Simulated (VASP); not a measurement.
# Bi (R-3m) in VASP: further runs

Runs on Bi. Level: PBEsol. Tasks: relaxation of cell and atoms, single point.

Everything below comes from runs of VASP 6.6.1. Logs are shortened: lines on timing, memory, paths and dates and some standing lists are left out, and cuts for length are marked.

### Step 1. The structure

Symmetry: R-3m, No. 166, trigonal system. Conventional cell: a = 4.535 Å, b = 4.535 Å, c = 11.814 Å, α = 90.00°, β = 90.00°, γ = 120.00°. Bi (site symmetry 3m) has 6 Bi at 3.06 to 3.52 Å as nearest neighbours.

### Step 2. Relaxation of cell and atoms, PBEsol

INCAR reads:

```
PREC = Accurate
ENCUT = 600
EDIFF = 1E-7
ISMEAR = 0
SIGMA = 0.1
LREAL = False
LASPH = True
NELM = 60
ALGO = Normal
ISIF = 3
LWAVE = False
LCHARG = False
GGA = PS
IBRION = 2
NSW = 90
EDIFFG = -0.005
```

KPOINTS reads:

```
regular mesh
0
Gamma
  6 6 6
```

POSCAR reads:

```
Bi
1.0
    2.2675000000      1.3091417400      3.9380000000
   -2.2675000000      1.3091417400      3.9380000000
    0.0000000000     -2.6182834700      3.9380000000
Bi
2
Direct
    0.2340000000      0.2340000000      0.2340000000
    0.7660000000      0.7660000000      0.7660000000
```

Potentials or basis: VASP PAW PBE potentials, release 64 (Bi_d).

On the command line:

```console
$ cat potpaw_PBE.64/Bi_d/POTCAR > POTCAR
$ mpirun -np 1 vasp_std > vasp.out
```

OUTCAR:

```text
PREC = Accurate
   ENCUT = 600
   EDIFF = 1E-7
   ISMEAR = 0
   LREAL = False
   LASPH = True
   NELM = 60
   ISIF = 3
   GGA = PS
   IBRION = 2
   NSW = 90
   EDIFFG = -0.005

 ion  position               nearest neighbor table
   1  0.234  0.234  0.234-   2 3.06   2 3.06   2 3.06   2 3.52   2 3.52   2 3.52
   2  0.766  0.766  0.766-   1 3.06   1 3.06   1 3.06   1 3.52   1 3.52   1 3.52

  LATTYP: Found a trigonal (rhomboedric) cell.
 ALAT       =     4.7289800534
 COS(alpha) =     0.5401781297

  Lattice vectors:

 A1 = (   2.2675000000,   1.3091417400,   3.9380000000)
 A2 = (  -2.2675000000,   1.3091417400,   3.9380000000)
 A3 = (   0.0000000000,  -2.6182834700,   3.9380000000)

Analysis of symmetry for initial positions (statically):
=====================================================================
 Subroutine PRICEL returns:
 Original cell was already a primitive cell.

 Routine SETGRP: Setting up the symmetry group for a
 trigonal (rhombohedral) supercell.

 Subroutine GETGRP returns: Found 12 space group operations
 (whereof 12 operations were pure point group operations)
 out of a pool of 12 trial point group operations.

The static configuration has the point symmetry D_3d.

Analysis of symmetry for dynamics (positions and initial velocities):
=====================================================================
 Subroutine PRICEL returns:
 Original cell was already a primitive cell.

 Routine SETGRP: Setting up the symmetry group for a
 trigonal (rhombohedral) supercell.

 Subroutine GETGRP returns: Found 12 space group operations
 (whereof 12 operations were pure point group operations)
 out of a pool of 12 trial point group operations.

The dynamic configuration has the point symmetry D_3d.

 Subroutine INISYM returns: Found 12 space group operations
 (whereof 12 operations are pure point group operations),
 and found     1 'primitive' translations

----------------------------------------------------------------------------------------

                                     Primitive cell

  volume of cell :      70.1392

  direct lattice vectors                    reciprocal lattice vectors
     2.267500000  1.309141740  3.938000000     0.220507166  0.127309872  0.084645336
    -2.267500000  1.309141740  3.938000000    -0.220507166  0.127309872  0.084645336
     0.000000000 -2.618283470  3.938000000     0.000000000 -0.254619744  0.084645336

  length of vectors
     4.728980053  4.728980053  4.728980052     0.268320791  0.268320791  0.268320791

  position of ions in fractional coordinates (direct lattice)
     0.234000000  0.234000000  0.234000000
     0.766000000  0.766000000  0.766000000

  ion indices of the primitive-cell ions
   primitive index   ion index
                 1           1
                 2           2

----------------------------------------------------------------------------------------

 KPOINTS: regular mesh

Automatic generation of k-mesh.
 Grid dimensions read from file:
 generate k-points for:    6    6    6

 Generating k-lattice:

  Cartesian coordinates                     Fractional coordinates (reciprocal lattice)
     0.036751194  0.021218312  0.014107556     0.166666667  0.000000000  0.000000000
    -0.036751194  0.021218312  0.014107556     0.000000000  0.166666667  0.000000000
     0.000000000 -0.042436624  0.014107556     0.000000000  0.000000000  0.166666667

  Length of vectors
     0.044720132  0.044720132  0.044720132

  Shift w.r.t. Gamma in fractional coordinates (k-lattice)
     0.000000000  0.000000000  0.000000000

 Subroutine IBZKPT returns following result:
 ===========================================

 Found     32 irreducible k-points:

 Following reciprocal coordinates:
            Coordinates               Weight
  0.000000  0.000000  0.000000      1.000000
  0.166667  0.000000  0.000000      6.000000
  0.333333  0.000000  0.000000      6.000000
  0.500000  0.000000  0.000000      3.000000
  0.166667  0.166667  0.000000      6.000000
  0.333333  0.166667  0.000000     12.000000
[... 16 lines left out ...]
  0.500000  0.500000  0.166667      6.000000
 -0.333333  0.500000  0.166667     12.000000
 [... further k-points ...]
   k-points           NKPTS =     32   k-points in BZ     NKDIM =     32   number of bands    NBANDS=     19
   number of dos      NEDOS =    301   number of ions     NIONS =      2
   total plane-waves  NPLWV =  64000
   dimension x,y,z NGX =    40 NGY =   40 NGZ =   40
   dimension x,y,z NGXF=    80 NGYF=   80 NGZF=   80
   ions per type =               2
   NGX,Y,Z   is equivalent  to a cutoff of  14.06, 14.06, 14.06 a.u.
   NGXF,Y,Z  is equivalent  to a cutoff of  28.12, 28.12, 28.12 a.u.
 SYSTEM =  unknown system
   PREC   = accura    normal or accurate (medium, high low for compatibility)
   ISTART =      0    job   : 0-new  1-cont  2-samecut
   ICHARG =      2    charge: 1-file 2-atom 10-const
   ISPIN  =      1    spin polarized calculation?
   LNONCOLLINEAR =      F non collinear calculations
   LSORBIT =      F    spin-orbit coupling
   LASPH  =      T    aspherical Exc in radial PAW
   ENCUT  =  600.0 eV  44.10 Ry    6.64 a.u.   9.44  9.44  9.44*2*pi/ulx,y,z
   NELM   =     60;   NELMIN=  2; NELMDL= -5     # of ELM steps
   EDIFF  = 0.1E-06   stopping-criterion for ELM
   LREAL  =      F    real-space projection
   EDIFFG = -.5E-02   stopping-criterion for IOM
   NSW    =     90    number of steps for IOM
   IBRION =      2    ionic relax: 0-MD 1-quasi-New 2-CG
   NFREE  =      1    steps in history (QN), initial steepest desc. (CG)
   ISIF   =      3    stress and relaxation
   ISYM   =      2    0-nonsym 1-usesym 2-fastsym
   POTIM  = 0.5000    time-step for ionic-motion
   TEBEG  =    0.0;   TEEND  =   0.0 temperature during run
   PSTRESS=    0.0 pullay stress
   NELECT =      30.0000    total number of electrons
   NUPDOWN=      -1.0000    fix difference up-down
   EMIN   =  10.00;   EMAX   =-10.00  energy-range for DOS
   EFERMI =   0.00;   METHOD = LEGACY
   ISMEAR =     0;   SIGMA  =   0.10  broadening in eV -4-tet -1-fermi 0-gaus
   EFERMI_NEDOS =   21; number of points for ismear=-14 and -15
   IALGO  =     38    algorithm
   IMIX   =      4    mixing-type and parameters
     AMIX     =   0.40;   BMIX     =  1.00
     AMIX_MAG =   1.60;   BMIX_MAG =  1.00
  volume/ion in A,a.u.               =      35.07       236.66
  Fermi-wavevector in a.u.,A,eV,Ry     =   1.233469  2.330919 20.700530  1.521446
  Thomas-Fermi vector in A             =   2.368198
   LORBIT       =      0    0 simple, 1 ext, 2 COOP (PROOUT), +10 PAW based schemes
   GGA     = PS    functional components
   LHFCALC =     F    Hartree Fock is set to
   AEXX    =    0.0000 exact exchange contribution
   IVDW    =     0    specifies the selected vdW correction
   LEPSILON=     F    determine dielectric tensor
   LRPA    =     F    only Hartree local field effects (RPA)
 conjugate gradient relaxation of ions
 non-spin polarized calculation
 Gauss-broadening in eV      SIGMA  =   0.10
  energy-cutoff  :      600.00
  volume of cell :       70.14
 maximum number of plane-waves:      2363
 NGX is ok and might be reduce to    40
   NGX = 19   NGY = 19   NGZ = 19

--------------------------------------- Ionic step        1  -------------------------------------------

 number of electron      30.0000001 magnetization

 Free energy of the ion-electron system (eV)
  ---------------------------------------------------
  ext. energy  EPLUGINS =         0.00000000
  ---------------------------------------------------
  free energy    TOTEN  =        -8.62529182 eV

  energy without entropy =       -8.62289597  energy(sigma->0) =       -8.62409389

------------------------ aborting loop because EDIFF is reached ----------------------------------------

  FORCE on cell =-STRESS in cart. coord.  units (eV):
  Direction    XX          YY          ZZ          XY          YZ          ZX
  --------------------------------------------------------------------------------------
  -------------------------------------------------------------------------------------
  Total       -0.1570329     -0.1570329     -0.0917429      0.0000000     -0.0000000      0.0000000
  in kB       -3.5870740     -3.5870741     -2.0956664      0.0000000     -0.0000000      0.0000000
  external PRESSURE =      -3.0899382 kB  Pullay stress =       0.0000000 kB

 VOLUME and BASIS-vectors are now :
 -----------------------------------------------------------------------------
  energy-cutoff  :      600.00
  volume of cell :       70.14
      direct lattice vectors                 reciprocal lattice vectors
     2.267500000  1.309141740  3.938000000     0.220507166  0.127309872  0.084645336
    -2.267500000  1.309141740  3.938000000    -0.220507166  0.127309872  0.084645336
     0.000000000 -2.618283470  3.938000000     0.000000000 -0.254619744  0.084645336
[... 217 lines left out ...]
 POSITION                                       TOTAL-FORCE (eV/Angst)
 -----------------------------------------------------------------------------------
      0.00000      0.00000      2.76911         0.000000      0.000000      0.001557
      0.00000      0.00000      9.01977         0.000000     -0.000000     -0.001557
 -----------------------------------------------------------------------------------
    total drift:                               -0.000000     -0.000000      0.000000

  FREE ENERGIE OF THE ION-ELECTRON SYSTEM (eV)
  ---------------------------------------------------
  free  energy   TOTEN  =        -8.6265908618 eV

  energy  without entropy=       -8.6242387848  energy(sigma->0) =       -8.62541482

--------------------------------------- Ionic step        8  -------------------------------------------

 number of electron      30.0000002 magnetization

 Free energy of the ion-electron system (eV)
  ---------------------------------------------------
  ext. energy  EPLUGINS =         0.00000000
  ---------------------------------------------------
  free energy    TOTEN  =        -8.62660702 eV

  energy without entropy =       -8.62425050  energy(sigma->0) =       -8.62542876

 E-fermi :   6.2538     XC(G=0):  -9.7661

 val. band max:        6.2309276715   @ k =  -0.3333   0.5000   0.3333
 cond. band min:       6.7715925397   @ k =   0.5000   0.0000   0.0000
 fundamental gap:      0.5406648682
 Fermi energy:         6.2538263984

 k-point     1 :       0.0000    0.0000    0.0000
  band No.  band energies     occupation
      1     -16.5504      2.00000
      2     -16.5504      2.00000
      3     -16.3929      2.00000
      4     -16.3929      2.00000
      5     -16.3795      2.00000
      6     -16.2011      2.00000
[... 11 lines left out ...]
     18       9.3279      0.00000
     19      11.8849      0.00000
[... 485 lines left out ...]
 k-point    24 :      -0.3333    0.5000    0.1667
  band No.  band energies     occupation
      1     -16.5056      2.00000
      2     -16.4110      2.00000
      3     -16.3770      2.00000
      4     -16.3249      2.00000
      5     -16.2869      2.00000
      6     -16.2765      2.00000
[... 11 lines left out ...]
     18      11.9902      0.00000
     19      12.4147      0.00000

 [... further k-points ...]

------------------------ aborting loop because EDIFF is reached ----------------------------------------

  FORCE on cell =-STRESS in cart. coord.  units (eV):
  Direction    XX          YY          ZZ          XY          YZ          ZX
  --------------------------------------------------------------------------------------
  -------------------------------------------------------------------------------------
  Total       -0.0004262     -0.0004262     -0.0043689      0.0000000     -0.0000000      0.0000000
  in kB       -0.0098378     -0.0098378     -0.1008412      0.0000000     -0.0000000      0.0000000
  external PRESSURE =      -0.0401722 kB  Pullay stress =       0.0000000 kB

 VOLUME and BASIS-vectors are now :
 -----------------------------------------------------------------------------
  energy-cutoff  :      600.00
  volume of cell :       69.41
      direct lattice vectors                 reciprocal lattice vectors
     2.259438272  1.304487299  3.925090026     0.221293941  0.127764116  0.084923742
    -2.259438272  1.304487299  3.925090026    -0.221293941  0.127764116  0.084923742
     0.000000000 -2.608974589  3.925090026     0.000000000 -0.255528233  0.084923742

 POSITION                                       TOTAL-FORCE (eV/Angst)
 -----------------------------------------------------------------------------------
      0.00000      0.00000      2.76641         0.000000      0.000000      0.000184
      0.00000      0.00000      9.00886         0.000000     -0.000000     -0.000184
 -----------------------------------------------------------------------------------
    total drift:                               -0.000000      0.000000     -0.000000

  FREE ENERGIE OF THE ION-ELECTRON SYSTEM (eV)
  ---------------------------------------------------
  free  energy   TOTEN  =        -8.6266070208 eV

  energy  without entropy=       -8.6242504962  energy(sigma->0) =       -8.62542876

 reached required accuracy - stopping structural energy minimisation
```

Run time: 2.1 min. Hardware: 1 thread of Intel Xeon Platinum 8559C (Emerald Rapids), shared host; peak memory 0.26 GiB.

What came out:

| Item | Value |
| --- | --- |
| Free energy | -8.6266 eV |
| Relaxed volume | 34.71 Å³/atom |
| Relaxed cell | a = 4.713 Å, b = 4.713 Å, c = 4.713 Å, α = 57.29°, β = 57.29°, γ = 57.29° |
| Space group after relaxing (to 0.05 Å) | R-3m (No. 166) |
| Energy gained by relaxing | 0.7 meV/atom |
| Ionic steps | 8 |
| Pressure after relaxing | 0.0 GPa |
| Band gap on the k mesh | none (metal or under the smearing width) |

Step by step:
```tsv
step	energy change (eV)	largest force (eV/Å)	pressure (GPa)	volume (Å³)
1	0.0000	0.0528	-0.31	70.14
2	-0.0007	0.0714	0.14	69.45
3	-0.0007	0.0698	0.08	69.53
4	-0.0012	0.0343	0.04	69.49
5	-0.0013	0.0000	-0.01	69.45
6	-0.0013	0.0028	-0.01	69.45
7	-0.0013	0.0016	0.00	69.44
8	-0.0013	0.0002	0.00	69.41
```

Final structure:
```xyz
2
Lattice="2.2594 1.3045 3.9251 -2.2594 1.3045 3.9251 0.0000 -2.6090 3.9251" Properties=species:S:1:pos:R:3 pbc="T T T"
Bi    0.0000    0.0000    2.7664
Bi    0.0000    0.0000    9.0089
```

Caveat: the PAW data sets were made with another functional, which shifts forces and pressure a little; spin-orbit coupling is left out, which moves the levels of the heavy elements.

### Step 3. Single point, PBEsol

INCAR reads:

```
SYSTEM = Bi
  PREC = Accurate
  ENCUT = 520
  EDIFF = 1E-6
  ISMEAR = 0
  SIGMA = 0.1
  LREAL = .FALSE.
  LASPH = .TRUE.
  NELM = 60
  ALGO = Normal
  ISIF = 2
  LWAVE = .FALSE.
  LCHARG = .FALSE.
  GGA = PS
```

KPOINTS reads:

```
Automatic mesh
0
G
  12 12 12
  0 0 0
```

POSCAR is that of step 2.

Potentials or basis: VASP PAW PBE potentials, release 64 (Bi_d).

On the command line:

```console
$ cat potpaw_PBE.64/Bi_d/POTCAR > POTCAR
$ mpirun -np 1 vasp_std > vasp.out
```

Wall time 96 s (1 thread of Intel Xeon Platinum 8559C (Emerald Rapids), shared host); peak memory 0.34 GiB.

It converged, with:

| Quantity | Value |
| --- | --- |
| Free energy | -8.6000 eV |
| Pressure | -0.3 GPa |
| Largest force | 0.161 eV/Å |
| Band gap on the k mesh | none (metal or under the smearing width) |

Forces on the atoms (eV/Å):
```
Bi   0.000  0.000  0.161
Bi   0.000  0.000 -0.161
```

Stress tensor (GPa, compression positive):
```
-0.33  0.00  0.00
 0.00 -0.33  0.00
 0.00  0.00 -0.23
```

Levels at points of the mesh, in eV from the Fermi level:
| k point | band 11 | band 12 | band 13 | band 14 | band 15 | band 16 | band 17 | band 18 | band 19 |
| --- | --- | --- | --- | --- | --- | --- | --- | --- | --- |
| (0.00, 0.00, 0.00) | -13.11 | -7.44 | -1.45 | -1.20 | -1.20 | 2.52 | 2.99 | 2.99 | 5.65 |
| (0.50, 0.00, 0.00) | -11.18 | -10.53 | -1.31 | -1.17 | -0.26 | -0.25 | 0.54 | 1.04 | 7.49 |
| (0.50, 0.50, 0.00) | -11.27 | -9.45 | -4.71 | -3.01 | -2.91 | 2.33 | 4.99 | 5.46 | 6.84 |
| (0.50, 0.50, 0.50) | -11.88 | -9.91 | -0.95 | -0.59 | -0.59 | 0.70 | 0.70 | 0.76 | 6.98 |

Caveat: the PAW data sets were made with another functional, which shifts forces and pressure a little; spin-orbit coupling is left out, which moves the levels of the heavy elements.

### Step 4. Relaxation of cell and atoms, PBEsol

INCAR reads:

```
PREC = Accurate
ENCUT = 580
EDIFF = 1E-7
ISMEAR = 0
SIGMA = 0.1
LREAL = False
LASPH = True
NELM = 60
ALGO = Normal
ISIF = 3
LWAVE = False
LCHARG = False
GGA = PS
IBRION = 2
NSW = 90
EDIFFG = -0.005
```

KPOINTS reads:

```
regular mesh
0
Gamma
  12 12 12
```

POSCAR is that of step 3.

Potentials or basis: VASP PAW PBE potentials, release 64 (Bi).

On the command line:

```console
$ cat potpaw_PBE.64/Bi/POTCAR > POTCAR
$ mpirun -np 1 vasp_std > vasp.out
```

It took 6 min on 1 thread of Intel Xeon Platinum 8559C (Emerald Rapids), shared host; peak memory 0.34 GiB.

It converged, with:

```
Free energy                            : -8.5752 eV
Relaxed volume                         : 34.43 Å³/atom
Relaxed cell                           : a = 4.676 Å, b = 4.676 Å, c = 4.676 Å, α = 57.94°, β = 57.94°, γ = 57.94°
Space group after relaxing (to 0.05 Å) : R-3m (No. 166)
Energy gained by relaxing              : 3.6 meV/atom
Ionic steps                            : 8
Pressure after relaxing                : 0.0 GPa
Band gap on the k mesh                 : none (metal or under the smearing width)
```

The path:
| step | energy change (eV) | largest force (eV/Å) | pressure (GPa) | volume (Å³) |
| --- | --- | --- | --- | --- |
| 1 | 0.0000 | 0.1897 | -0.13 | 70.14 |
| 2 | -0.0032 | 0.1304 | -0.11 | 69.84 |
| 3 | -0.0060 | 0.0170 | -0.02 | 69.06 |
| 4 | -0.0061 | 0.0006 | -0.04 | 69.16 |
| 5 | -0.0067 | 0.0066 | 0.03 | 68.98 |
| 6 | -0.0070 | 0.0134 | 0.14 | 68.71 |
| 7 | -0.0068 | 0.0215 | -0.25 | 69.15 |
| 8 | -0.0071 | 0.0017 | 0.01 | 68.86 |

Final structure:
```yaml
crystal:
  lattice:
    - [2.26462, 1.30748, 3.87589]
    - [-2.26462, 1.30748, 3.87589]
    - [0.00000, -2.61495, 3.87589]
  atoms:
    - { symbol: Bi, position: [0.23706, 0.23706, 0.23706] }
    - { symbol: Bi, position: [0.76294, 0.76294, 0.76294] }
```

Levels at points of the mesh, in eV from the Fermi level:
| k point | band 1 | band 2 | band 3 | band 4 | band 5 | band 6 | band 7 | band 8 | band 9 |
| --- | --- | --- | --- | --- | --- | --- | --- | --- | --- |
| (0.00, 0.00, 0.00) | -13.18 | -7.36 | -1.50 | -1.25 | -1.25 | 2.75 | 3.06 | 3.06 | 5.47 |
| (0.50, 0.00, 0.00) | -11.16 | -10.62 | -1.14 | -1.02 | -0.29 | -0.25 | 0.37 | 0.79 | 7.66 |
| (0.50, 0.50, 0.00) | -11.31 | -9.42 | -4.88 | -3.13 | -3.00 | 2.40 | 5.06 | 5.39 | 7.00 |
| (0.50, 0.50, 0.50) | -11.74 | -10.13 | -0.86 | -0.54 | -0.54 | 0.51 | 0.51 | 0.57 | 7.22 |

Caveat: the PAW data sets were made with another functional, which shifts forces and pressure a little; spin-orbit coupling is left out, which moves the levels of the heavy elements.

### Step 5. Overview

```csv
task,potentials or basis,cell,k mesh,cutoff (eV),gap on the mesh (eV),pressure (GPa),relaxed volume (Å³/atom)
relaxation of cell and atoms,"VASP PAW PBE potentials, release 64 (Bi_d)",relaxed,6 × 6 × 6,600,none,0.0,34.71
single point,"VASP PAW PBE potentials, release 64 (Bi_d)",as given,12 × 12 × 12,520,none,-0.3,-
relaxation of cell and atoms,"VASP PAW PBE potentials, release 64 (Bi)",relaxed,12 × 12 × 12,580,none,0.0,34.43
```

Alike in all rows: level PBEsol; no spin polarisation; smearing gaussian 0.1 eV.

Caveats: the PAW data sets were made with another functional, which shifts forces and pressure a little; spin-orbit coupling is left out, which moves the levels of the heavy elements.

Absolute energies hang on the potentials; compare differences alone.
